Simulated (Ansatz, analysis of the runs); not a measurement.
# A homologous series of junctions, from SiH2(OSiH2)1 chain with amine ends, between Au (111) faces with adatoms, part 3 of 4

How fast does the conductance fall as the molecule grows?

Ansatz 0.2.0; DFT PBE, plane waves, PAW; relaxation of a junction, electrodes held but for their tips (the session's first sound run).

So far, transmission at the energy nearest the Fermi level, one spin: step 3 (transmission, 87 atoms, molecule siloxane 1, amine ends …) 8.7e-4.

### Step 5. Relaxing the junction, 91 atoms, molecule siloxane 2, amine ends, units 2

This step: DFT PBE, plane waves, PAW; relaxation of a junction, electrodes held but for their tips (Ansatz 0.2.0).

System of this step: SiH2(OSiH2)2 chain with amine ends, between Au (111) faces with adatoms. The cell holds 91 atoms: 74 Au, 2 N, 3 Si, 2 O and 10 H. Cell: a = 8.825 Å, b = 8.825 Å, c = 32.965 Å, α = 90.0°, β = 90.0°, γ = 60.0°. Electrodes: Au (111) 3x3 face with an adatom; the apex atoms were set 11.686 Å apart; the free molecule is N[SiH2]O[SiH2]O[SiH2]N. Regions: lower lead, 37 atoms (37 Au); bridge, 17 atoms (2 N, 3 Si, 2 O and 10 H); upper lead, 37 atoms (37 Au). The structure is stacked along c, and the current runs across the ab planes.

The bridge and the electrodes' tips relax, while 72 atoms stay at the lead's spacing, so that the ends still repeat as a lead.

The input, input.yaml:

```yaml
crystal:
  lattice:
    - [8.8246926292, 0.0, 0.0]
    - [4.4123463146, 7.6424079975, 0.0]
    - [0.0, 0.0, 32.9653639885]
  atoms:
    - { symbol: Au, position: [0.722222222, 0.722222222, 0.0] }
    - { symbol: Au, position: [0.722222222, 0.055555556, 0.0] }
    - { symbol: Au, position: [0.722222222, 0.388888889, 0.0] }
    - { symbol: Au, position: [0.055555556, 0.722222222, 0.0] }
    - { symbol: Au, position: [0.055555556, 0.055555556, 0.0] }
    - { symbol: Au, position: [0.055555556, 0.388888889, 0.0] }
    - { symbol: Au, position: [0.388888889, 0.722222222, 0.0] }
    - { symbol: Au, position: [0.388888889, 0.055555556, 0.0] }
    - { symbol: Au, position: [0.388888889, 0.388888889, 0.0] }
    - { symbol: Au, position: [0.833333333, 0.833333333, 0.072857594] }
    - { symbol: Au, position: [0.833333333, 0.166666667, 0.072857594] }
    - { symbol: Au, position: [0.833333333, 0.5, 0.072857594] }
    - { symbol: Au, position: [0.166666667, 0.833333333, 0.072857594] }
    - { symbol: Au, position: [0.166666667, 0.166666667, 0.072857594] }
    - { symbol: Au, position: [0.166666667, 0.5, 0.072857594] }
    - { symbol: Au, position: [0.5, 0.833333333, 0.072857594] }
    - { symbol: Au, position: [0.5, 0.166666667, 0.072857594] }
    - { symbol: Au, position: [0.5, 0.5, 0.072857594] }
    - { symbol: Au, position: [0.944444444, 0.944444444, 0.145715189] }
    - { symbol: Au, position: [0.944444444, 0.277777778, 0.145715189] }
    - { symbol: Au, position: [0.944444444, 0.611111111, 0.145715189] }
    - { symbol: Au, position: [0.277777778, 0.944444444, 0.145715189] }
    - { symbol: Au, position: [0.277777778, 0.277777778, 0.145715189] }
    - { symbol: Au, position: [0.277777778, 0.611111111, 0.145715189] }
    - { symbol: Au, position: [0.611111111, 0.944444444, 0.145715189] }
    - { symbol: Au, position: [0.611111111, 0.277777778, 0.145715189] }
    - { symbol: Au, position: [0.611111111, 0.611111111, 0.145715189] }
    - { symbol: Au, position: [0.055555556, 0.055555556, 0.218572783] }
    - { symbol: Au, position: [0.055555556, 0.388888889, 0.218572783] }
    - { symbol: Au, position: [0.055555556, 0.722222222, 0.218572783] }
[... 7 lines left out ...]
    - { symbol: "N", position: [0.489889761, 0.500023388, 0.353464641] }
    - { symbol: Si, position: [0.667000047, 0.500018129, 0.373015882] }
    - { symbol: O, position: [0.641510944, 0.500010407, 0.422437188] }
    - { symbol: Si, position: [0.748521444, 0.499993706, 0.463571418] }
    - { symbol: O, position: [0.641525364, 0.499985078, 0.504706049] }
    - { symbol: Si, position: [0.667019324, 0.499986283, 0.554127259] }
    - { symbol: "N", position: [0.489917962, 0.499971054, 0.573677743] }
    - { symbol: H, position: [0.486999049, 0.394220475, 0.364656516] }
    - { symbol: H, position: [0.381198495, 0.60584085, 0.364652161] }
    - { symbol: H, position: [0.663463404, 0.661484955, 0.359839694] }
    - { symbol: H, position: [0.824928307, 0.338552032, 0.359836633] }
    - { symbol: H, position: [0.767248388, 0.6576253, 0.46357376] }
    - { symbol: H, position: [0.924875275, 0.342355659, 0.463568912] }
    - { symbol: H, position: [0.663461944, 0.661461909, 0.567305639] }
    - { symbol: H, position: [0.824950897, 0.338522728, 0.567304957] }
    - { symbol: H, position: [0.487050935, 0.394148962, 0.562490769] }
    - { symbol: H, position: [0.381222396, 0.605769444, 0.562485126] }
[... 29 lines left out ...]
    - { symbol: Au, position: [0.611111111, 0.944444444, 0.927142406] }
    - { symbol: Au, position: [0.611111111, 0.277777778, 0.927142406] }
    - { symbol: Au, position: [0.944444444, 0.611111111, 0.927142406] }
    - { symbol: Au, position: [0.944444444, 0.944444444, 0.927142406] }
    - { symbol: Au, position: [0.944444444, 0.277777778, 0.927142406] }
    - { symbol: Au, position: [0.277777778, 0.611111111, 0.927142406] }
    - { symbol: Au, position: [0.277777778, 0.944444444, 0.927142406] }
    - { symbol: Au, position: [0.277777778, 0.277777778, 0.927142406] }
kpoints:
  mp_grid: { grid: [2, 2, 1] }
scf:
  occupations: { method: fermi_dirac, width: 0.1 }
hamiltonian:
  xc: pbe
relax:
  constraints:
    - { sites: [0, 1, 2, 3, 4, 5, 6, 7, 8, 9, 10, 11, 12, 13, 14, 15, 16, 17, 18, 19, 20, 21, 22, 23, 24, 25, 26, 27, 28, 29, 30, 31, 32, 33, 34, 35, 55, 56, 57, 58, 59, 60, 61, 62, 63, 64, 65, 66, 67, 68, 69, 70, 71, 72, 73, 74, 75, 76, 77, 78, 79, 80, 81, 82, 83, 84, 85, 86, 87, 88, 89, 90] }
  f_tol: 0.05
  max_steps: 35
```

Launch:

```bash
$ ansatz run input.yaml --threads 16 --pin off --max-ram 61440MiB --backend cuda --events-out ev --progress --plain --runs-dir out --max-vram 78GiB
```

Numbers of over 12 decimals in the logs are rounded to 6 here.

The program printed:

```text
Warning: at least one further symmetry operation maps every atom of the structure, as the run holds it, onto an atom to within 2.51e-5 (fractional), and is not used: no operation is sought that the atoms, as the run holds them, miss by more than 2.00e-5, twice crystal.symmetry.tolerance (1.0e-5). The run uses 1 unitary operations. The run imposes no operation that its atoms and lattice do not hold. Figures that only  [...]
[...]
Crystal: 91 atoms, lattice volume = 2223.247 Å³
[...]
- { symbol: H, position: [0.947415, 0.339138, 0.463518] }
    - { symbol: H, position: [0.653357, 0.663323, 0.568993] }
    - { symbol: H, position: [0.817114, 0.336509, 0.569030] }
    - { symbol: H, position: [0.466974, 0.390827, 0.567225] }
    - { symbol: H, position: [0.358085, 0.607665, 0.567088] }
[...]
- { symbol: Au, position: [0.944444, 0.277777778, 0.927142406] }
    - { symbol: Au, position: [0.277778, 0.611111111, 0.927142406] }
    - { symbol: Au, position: [0.277778, 0.944444, 0.927142406] }
    - { symbol: Au, position: [0.277778, 0.277777778, 0.927142406] }
[key lines of the parts left out:]
SCF converged after 7 iterations
```

Run time: 16 s. Hardware: 1 × NVIDIA GB200 with 16 threads of Arm Neoverse V2, shared host; peak memory 1.9 GiB.

Relaxation path:

```csv
step,energy less that of the first step (eV),largest force component (eV/Å)
1,0.0000,1.8299
2,-0.3004,0.8872
3,-0.4186,0.3043
4,-0.3883,1.1271
5,-0.4574,0.1305
6,-0.4614,0.0442
```

Relaxation step 4 was tried and not accepted.

The atoms that moved most (Å):

```csv
atom,dx,dy,dz,length
H53,-0.192,-0.025,0.156,0.249
H46,-0.192,0.025,-0.156,0.249
H54,-0.196,0.014,0.152,0.248
H45,-0.196,-0.015,-0.152,0.248
Si41,0.198,0.000,0.000,0.198
H49,0.185,0.025,0.002,0.186
H50,0.185,-0.025,-0.002,0.186
O40,0.183,0.002,0.023,0.185
```

The largest force component on a free atom ends at 0.044 eV/Å, under the limit of 0.05. The apex atoms end 11.80 Å apart, and their nearest bridge atoms lie at 2.30 Å (Au–N) and 2.30 Å (Au–N).

### Step 6. The open system, 91 atoms, molecule siloxane 2, amine ends, units 2

This step: DFT PBE, plane waves, PAW; transmission of a junction between electrodes (Ansatz 0.2.0).

The transmission is computed for this geometry in the same way.

Changes to input.yaml since step 5:

```diff
@@ -37,19 +37,19 @@
 [... 7 lines left out ...]
-    - { symbol: "N", position: [0.489889761, 0.500023388, 0.353464641] }
-    - { symbol: Si, position: [0.667000047, 0.500018129, 0.373015882] }
-    - { symbol: O, position: [0.641510944, 0.500010407, 0.422437188] }
-    - { symbol: Si, position: [0.748521444, 0.499993706, 0.463571418] }
-    - { symbol: O, position: [0.641525364, 0.499985078, 0.504706049] }
-    - { symbol: Si, position: [0.667019324, 0.499986283, 0.554127259] }
-    - { symbol: "N", position: [0.489917962, 0.499971054, 0.573677743] }
-    - { symbol: H, position: [0.486999049, 0.394220475, 0.364656516] }
-    - { symbol: H, position: [0.381198495, 0.60584085, 0.364652161] }
-    - { symbol: H, position: [0.663463404, 0.661484955, 0.359839694] }
-    - { symbol: H, position: [0.824928307, 0.338552032, 0.359836633] }
-    - { symbol: H, position: [0.767248388, 0.6576253, 0.46357376] }
-    - { symbol: H, position: [0.924875275, 0.342355659, 0.463568912] }
-    - { symbol: H, position: [0.663461944, 0.661461909, 0.567305639] }
-    - { symbol: H, position: [0.824950897, 0.338522728, 0.567304957] }
-    - { symbol: H, position: [0.487050935, 0.394148962, 0.562490769] }
-    - { symbol: H, position: [0.381222396, 0.605769444, 0.562485126] }
+    - { symbol: "N", position: [0.4756807219, 0.5004952364, 0.3540177877] }
+    - { symbol: Si, position: [0.6629479624, 0.5002194241, 0.3729140264] }
+    - { symbol: O, position: [0.6621356137, 0.5002611629, 0.4231418657] }
+    - { symbol: Si, position: [0.7709251994, 0.499994532, 0.4635722146] }
+    - { symbol: O, position: [0.6623994287, 0.4997374354, 0.5040029121] }
+    - { symbol: Si, position: [0.6631643779, 0.4997848558, 0.5542307306] }
+    - { symbol: "N", position: [0.4761767576, 0.4994978912, 0.5731256545] }
+    - { symbol: H, position: [0.4657643939, 0.3923226911, 0.3600547832] }
+    - { symbol: H, position: [0.3578025949, 0.6091614491, 0.3599187619] }
+    - { symbol: H, position: [0.6536117086, 0.663501623, 0.3581159493] }
+    - { symbol: H, position: [0.8166856988, 0.3366878235, 0.3581508095] }
+    - { symbol: H, position: [0.7865747294, 0.6608419389, 0.4636262178] }
+    - { symbol: H, position: [0.9474150079, 0.339137949, 0.4635176808] }
+    - { symbol: H, position: [0.6533570416, 0.6633233354, 0.5689933424] }
+    - { symbol: H, position: [0.8171142184, 0.3365092343, 0.5690301744] }
+    - { symbol: H, position: [0.4669736953, 0.390826531, 0.5672249371] }
+    - { symbol: H, position: [0.3580852545, 0.6076654561, 0.5670877654] }
 [... 29 lines left out ...]
@@ -64,3 +64,3 @@
 kpoints:
-  mp_grid: { grid: [2, 2, 1] }
+  mp_grid: { grid: [4, 4, 1] }
 scf:
@@ -69,6 +69,7 @@
   xc: pbe
-relax:
-  constraints:
-    - { sites: [0, 1, 2, 3, 4, 5, 6, 7, 8, 9, 10, 11, 12, 13, 14, 15, 16, 17, 18, 19, 20, 21, 22, 23, 24, 25, 26, 27, 28, 29, 30, 31, 32, 33, 34, 35, 55, 56, 57, 58, 59, 60, 61, 62, 63, 64, 65, 66, 67, 68, 69, 70, 71, 72, 73, 74, 75, 76, 77, 78, 79, 80, 81, 82, 83, 84, 85, 86, 87, 88, 89, 90] }
-  f_tol: 0.05
-  max_steps: 35
+output:
+  transmission: { leads: [[82, 0]], e_range: [-0.7, 0.7], de: 0.035, kmesh: [4, 4] }
+  dos: { projected: true, e_range: [-5, 4] }
+  write_potential: true
+  write_density: true
+  volumetric_format: npy
```

Atom lines that are left out differ too.

The program printed:

```text
[...]
Crystal: 91 atoms, lattice volume = 2223.247 Å³
Basis set: ecut = 420 eV, 43485 PW (Γ)
Bands: 870, of which v1, the nominal top of the filled ones, is band 725 counted from 1 (724 counted from 0)
Symmetry: 1 space group operations
[...]
k-points: 10 of 16 (time reversal used)
[...]
SCF converged after 9 iterations
[...]
--- Transmission ---
  basis      : 595 plane waves across, 51 finite elements along
  points     : 10, standing for a mesh of 4 x 4
  on the GPU : 10 of these points
[...]
filled         : 0.0 meV over the level at which it is neutral
    channels       : 7.687500e0 a spin
[...]
junction   : crystal 0 to crystal 0, -0.50 to 30.06 Å
    transmission   : 1.212155e-5 a spin
[...]
resistance     : 7.1002e2 Ω µm² beyond half of each lead's own
```

The job ended after 3.9 min (1 × NVIDIA GB200 with 16 threads; peak memory 19 GiB; 28 min of CPU time).

Table of transmission, one spin by energy, zero at the Fermi level:

energy (eV), transmission, one spin and a bar:
```
   -0.700    0.00000 
   -0.630    0.00000 
   -0.560    0.00001 #
   -0.490    0.00001 #
   -0.420    0.00001 #
   -0.350    0.00001 #
   -0.315    0.00001 #
   -0.245    0.00001 #
   -0.175    0.00001 ##
   -0.105    0.00001 ##
   -0.035    0.00001 ###
    0.000    0.00001 ###
    0.035    0.00001 ####
    0.105    0.00002 #####
    0.175    0.00002 #######
    0.245    0.00003 ##########
    0.315    0.00003 #########
    0.350    0.00003 #########
    0.420    0.00003 ###########
    0.490    0.00004 ##############
    0.560    0.00005 ##################
    0.630    0.00006 #######################
    0.700    0.00008 ##############################
```

The conductance is 1.2e-5 G₀. The conductance is 0.014 times that of the last run that gave one. The lead's Hamiltonian steps by 22.8 meV, which the program lets pass, though it counts in the error estimate. The largest term of the program's error estimate is over 1000 %, from band edges of the leads and from resonances.

### Step 7. Landauer integrals, 91 atoms

This step: Landauer integrals over the computed T(E), interpolated linearly between its energies (analysis of the runs above).

The thermopower is -19.7 μV/K. The Lorenz ratio is 1.03, where the Wiedemann-Franz law gives 1. These values rest on a semilocal level alignment and on the mesh across the current. Moving the level by up to 0.1 eV either way gives -25 to -17 μV/K.

### Step 8. Relaxation of the scattering region, 95 atoms, molecule siloxane 3, amine ends, units 3

This step: DFT PBE, plane waves, PAW; relaxation of a junction, electrodes held but for their tips (Ansatz 0.2.0).

System of this step: SiH2(OSiH2)3 chain with amine ends, between Au (111) faces with adatoms. The cell holds 95 atoms: 74 Au, 2 N, 4 Si, 3 O and 12 H. Cell: a = 8.825 Å, b = 8.825 Å, c = 34.927 Å, α = 90.0°, β = 90.0°, γ = 60.0°. Electrodes: Au (111) 3x3 face with an adatom; the apex atoms were set 13.647 Å apart; the free molecule is N[SiH2]O[SiH2]O[SiH2]O[SiH2]N. Regions: lower lead, 37 atoms (37 Au); bridge, 21 atoms (2 N, 4 Si, 3 O and 12 H); upper lead, 37 atoms (37 Au). The structure is stacked along c, and the current runs across the ab planes.

The bridge and the electrodes' tips relax, while 72 atoms stay at the lead's spacing, so that the ends still repeat as a lead.

The input, input.yaml:

```yaml
crystal:
  lattice:
    - [8.8246926292, 0.0, 0.0]
    - [4.4123463146, 7.6424079975, 0.0]
    - [0.0, 0.0, 34.926576246]
  atoms:
    - { symbol: Au, position: [0.722222222, 0.722222222, 0.0] }
    - { symbol: Au, position: [0.722222222, 0.055555556, 0.0] }
    - { symbol: Au, position: [0.722222222, 0.388888889, 0.0] }
    - { symbol: Au, position: [0.055555556, 0.722222222, 0.0] }
    - { symbol: Au, position: [0.055555556, 0.055555556, 0.0] }
    - { symbol: Au, position: [0.055555556, 0.388888889, 0.0] }
    - { symbol: Au, position: [0.388888889, 0.722222222, 0.0] }
    - { symbol: Au, position: [0.388888889, 0.055555556, 0.0] }
    - { symbol: Au, position: [0.388888889, 0.388888889, 0.0] }
    - { symbol: Au, position: [0.833333333, 0.833333333, 0.068766463] }
    - { symbol: Au, position: [0.833333333, 0.166666667, 0.068766463] }
    - { symbol: Au, position: [0.833333333, 0.5, 0.068766463] }
    - { symbol: Au, position: [0.166666667, 0.833333333, 0.068766463] }
    - { symbol: Au, position: [0.166666667, 0.166666667, 0.068766463] }
    - { symbol: Au, position: [0.166666667, 0.5, 0.068766463] }
    - { symbol: Au, position: [0.5, 0.833333333, 0.068766463] }
    - { symbol: Au, position: [0.5, 0.166666667, 0.068766463] }
    - { symbol: Au, position: [0.5, 0.5, 0.068766463] }
    - { symbol: Au, position: [0.944444444, 0.944444444, 0.137532926] }
    - { symbol: Au, position: [0.944444444, 0.277777778, 0.137532926] }
    - { symbol: Au, position: [0.944444444, 0.611111111, 0.137532926] }
    - { symbol: Au, position: [0.277777778, 0.944444444, 0.137532926] }
    - { symbol: Au, position: [0.277777778, 0.277777778, 0.137532926] }
    - { symbol: Au, position: [0.277777778, 0.611111111, 0.137532926] }
    - { symbol: Au, position: [0.611111111, 0.944444444, 0.137532926] }
    - { symbol: Au, position: [0.611111111, 0.277777778, 0.137532926] }
    - { symbol: Au, position: [0.611111111, 0.611111111, 0.137532926] }
    - { symbol: Au, position: [0.055555556, 0.055555556, 0.20629939] }
    - { symbol: Au, position: [0.055555556, 0.388888889, 0.20629939] }
    - { symbol: Au, position: [0.055555556, 0.722222222, 0.20629939] }
[... 7 lines left out ...]
    - { symbol: "N", position: [0.467794734, 0.438723317, 0.330166099] }
    - { symbol: Si, position: [0.660288804, 0.354898512, 0.353857753] }
    - { symbol: O, position: [0.61678184, 0.312462031, 0.397002369] }
    - { symbol: Si, position: [0.722067788, 0.232762956, 0.437733808] }
    - { symbol: O, position: [0.75843644, 0.377268392, 0.459511965] }
    - { symbol: Si, position: [0.844307197, 0.395734375, 0.499955448] }
    - { symbol: O, position: [0.715162753, 0.419862075, 0.536479355] }
    - { symbol: Si, position: [0.712199914, 0.45186323, 0.582937748] }
    - { symbol: "N", position: [0.526010869, 0.460935705, 0.598165487] }
    - { symbol: H, position: [0.425633583, 0.350832182, 0.331824791] }
    - { symbol: H, position: [0.37794304, 0.545803988, 0.344764696] }
    - { symbol: H, position: [0.712935711, 0.48932358, 0.354990189] }
    - { symbol: H, position: [0.787944135, 0.192277299, 0.334342235] }
    - { symbol: H, position: [0.615325911, 0.187152377, 0.462777018] }
    - { symbol: H, position: [0.89106833, 0.072069752, 0.429981253] }
    - { symbol: H, position: [0.868556634, 0.549790543, 0.49764363] }
    - { symbol: H, position: [0.017175361, 0.237158967, 0.505828339] }
    - { symbol: H, position: [0.861588502, 0.301648181, 0.601664562] }
    - { symbol: H, position: [0.700346058, 0.621258985, 0.591316355] }
    - { symbol: H, position: [0.424085651, 0.558647764, 0.583693476] }
    - { symbol: H, position: [0.529189552, 0.348913733, 0.589978754] }
[... 29 lines left out ...]
    - { symbol: Au, position: [0.611111111, 0.944444444, 0.931233537] }
    - { symbol: Au, position: [0.611111111, 0.277777778, 0.931233537] }
    - { symbol: Au, position: [0.944444444, 0.611111111, 0.931233537] }
    - { symbol: Au, position: [0.944444444, 0.944444444, 0.931233537] }
    - { symbol: Au, position: [0.944444444, 0.277777778, 0.931233537] }
    - { symbol: Au, position: [0.277777778, 0.611111111, 0.931233537] }
    - { symbol: Au, position: [0.277777778, 0.944444444, 0.931233537] }
    - { symbol: Au, position: [0.277777778, 0.277777778, 0.931233537] }
kpoints:
  mp_grid: { grid: [2, 2, 1] }
scf:
  occupations: { method: fermi_dirac, width: 0.1 }
hamiltonian:
  xc: pbe
relax:
  constraints:
    - { sites: [0, 1, 2, 3, 4, 5, 6, 7, 8, 9, 10, 11, 12, 13, 14, 15, 16, 17, 18, 19, 20, 21, 22, 23, 24, 25, 26, 27, 28, 29, 30, 31, 32, 33, 34, 35, 59, 60, 61, 62, 63, 64, 65, 66, 67, 68, 69, 70, 71, 72, 73, 74, 75, 76, 77, 78, 79, 80, 81, 82, 83, 84, 85, 86, 87, 88, 89, 90, 91, 92, 93, 94] }
  f_tol: 0.05
  max_steps: 35
```

The program printed:

```text
[...]
Crystal: 95 atoms, lattice volume = 2355.515 Å³
Basis set: ecut = 420 eV, 46047 PW (Γ), exchange–correlation on 120×120×480 points (8 copies of the dense FFT grid, shifted against one another)
Bands: 878, of which v1, the nominal top of the filled ones, is band 731 counted from 1 (730 counted from 0)
Symmetry: 1 space group operations
[...]
k-points: 4
[...]
- { symbol: Au, position: [0.500577, 0.503287, 0.662842] }
    - { symbol: Au, position: [0.277778, 0.277778, 0.724934] }
    - { symbol: Au, position: [0.277777778, 0.611111, 0.724934] }
    - { symbol: Au, position: [0.277778, 0.944444, 0.724934] }
    - { symbol: Au, position: [0.611111, 0.277778, 0.724934] }
[...]
- { symbol: Au, position: [0.944444, 0.277778, 0.931233537] }
    - { symbol: Au, position: [0.277777778, 0.611111, 0.931233537] }
    - { symbol: Au, position: [0.277778, 0.944444, 0.931233537] }
    - { symbol: Au, position: [0.277778, 0.277778, 0.931233537] }
[key lines of the parts left out:]
SCF converged after 8 iterations
```

Elapsed: 13 s, on 1 × NVIDIA GB200 with 16 threads; peak memory 1.9 GiB.

The steps of the relaxation:

```csv
step,energy less that of the first step (eV),largest force component (eV/Å)
1,0.0000,1.8647
2,-0.3111,0.9110
3,-0.4318,0.3794
4,-0.4917,0.1240
5,-0.4997,0.0452
```

The atoms that moved most (Å):

```csv
atom,dx,dy,dz,length
H48,-0.035,0.269,-0.165,0.317
H47,-0.101,0.241,-0.148,0.300
H58,-0.232,0.044,0.163,0.287
O40,0.239,0.061,0.035,0.249
O44,0.223,-0.049,0.091,0.246
H57,-0.189,0.080,0.131,0.243
H54,0.225,0.018,0.027,0.227
H55,-0.124,-0.010,0.187,0.225
```

The largest force component on a free atom ends at 0.045 eV/Å, under the limit of 0.05. The apex atoms end 13.78 Å apart, and their nearest bridge atoms lie at 2.28 Å (Au–N) and 2.28 Å (Au–N).

(Continued in part 4 of 4.)

[Logs are printed without paths, hosts, clocks, repeated set-up lines and the standing remarks that a program may print on its own settings, such as how far it seeks lower states.]

[Hosts, paths, dates, database ids (printed as entryN), source tags and the programs' standing remarks are cut or masked in the printed files.]
